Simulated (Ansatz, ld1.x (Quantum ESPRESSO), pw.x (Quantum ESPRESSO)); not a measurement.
**pw.x on bcc Se: one setting changed**

Potential: norm-conserving Troullier–Martins (Kleinman–Bylander form), ld1.x (Quantum ESPRESSO) 7.5, PBE; core [Ar] 3d10, reference 4s1.5 4p4.5; waves: 4s (bound): rc 1.35 bohr; 4p (bound): rc 2.10 bohr; 4d channel at 0.35 Ry: rc 1.90 bohr; local part: all-electron potential smoothed inside 1.15 bohr (lloc = -2); core correction: none.

The reference run (k-mesh 13³, cutoffs 85/340 Ry, Fermi–Dirac 0.01 Ry, mixing_beta 0.4, conv_thr 1e-9, no spin) gives -0.49 GPa at 20.207 Å³/atom, where all-electron LAPW gives 0.57 GPa. This run, with its own iteration cap, changes mixing_beta to 0.7.

```
&control
  calculation='scf', prefix='x', pseudo_dir='./', outdir='./tmp', tstress=.true., disk_io='none'
/
&system
  ibrav=0, nat=1, ntyp=1, ecutwfc=85, ecutrho=340, nbnd=10,
  occupations='smearing', smearing='fd', degauss=0.01
/
&electrons
  conv_thr=1e-09, mixing_beta=0.7, electron_maxstep=50
/
ATOMIC_SPECIES
Se 1.0 Se.UPF
CELL_PARAMETERS angstrom
  -1.71585513 1.71585513 1.71585513
  1.71585513 -1.71585513 1.71585513
  1.71585513 1.71585513 -1.71585513
ATOMIC_POSITIONS crystal
Se 0.0000 0.0000 0.0000
K_POINTS automatic
13 13 13 0 0 0
```

```bash
pw.x < Se.scf.in > Se.scf.out
```

Question: How does the run end?

Answer: It converges in 5 iterations; the free energy moves by +0.0 meV/atom and the pressure by +0.00 GPa. The result is that of the reference run.

```
Message from routine setup:
     using ibrav=0 with symmetry is DISCOURAGED, use correct ibrav instead
     lattice parameter (alat)  =       5.6162  a.u.
     unit-cell volume          =     136.3636 (a.u.)^3
     number of electrons       =         6.00
     number of Kohn-Sham states=           10
     kinetic-energy cutoff     =      85.0000  Ry
     charge density cutoff     =     340.0000  Ry
     scf convergence threshold =      1.0E-09
     Exchange-correlation= PBE
     number of k points=    84  Fermi-Dirac smearing, width (Ry)=  0.0100
     iteration #  1     ecut=    85.00 Ry     beta= 0.70
     total energy              =     -18.85713369 Ry
     estimated scf accuracy    <       0.00105247 Ry
     iteration #  2     ecut=    85.00 Ry     beta= 0.70
     total energy              =     -18.85725416 Ry
     estimated scf accuracy    <       0.00004884 Ry
     iteration #  3     ecut=    85.00 Ry     beta= 0.70
     total energy              =     -18.85725936 Ry
     estimated scf accuracy    <       0.00000258 Ry
     iteration #  4     ecut=    85.00 Ry     beta= 0.70
     total energy              =     -18.85725961 Ry
     estimated scf accuracy    <          3.0E-09 Ry
     iteration #  5     ecut=    85.00 Ry     beta= 0.70
     the Fermi energy is     8.4758 ev
!    total energy              =     -18.85725963 Ry
     estimated scf accuracy    <          1.8E-10 Ry
     smearing contrib. (-TS)   =      -0.00294992 Ry
     The total energy is F=E-TS. E is the sum of the following terms:
     one-electron contribution =       4.64130157 Ry
     hartree contribution      =       0.78050685 Ry
     xc contribution           =      -4.07371950 Ry
     ewald contribution        =     -20.20239863 Ry
     convergence has been achieved in   5 iterations
          total   stress  (Ry/bohr**3)                   (kbar)     P=       -4.90
     Message from routine punch:
     Nothing written, as per user request (disk_io='none')
```

The run took about 7.2 s on one core of a shared host (AMD EPYC 9R45 96-Core Processor, 96 threads, 376 GiB, load 48).
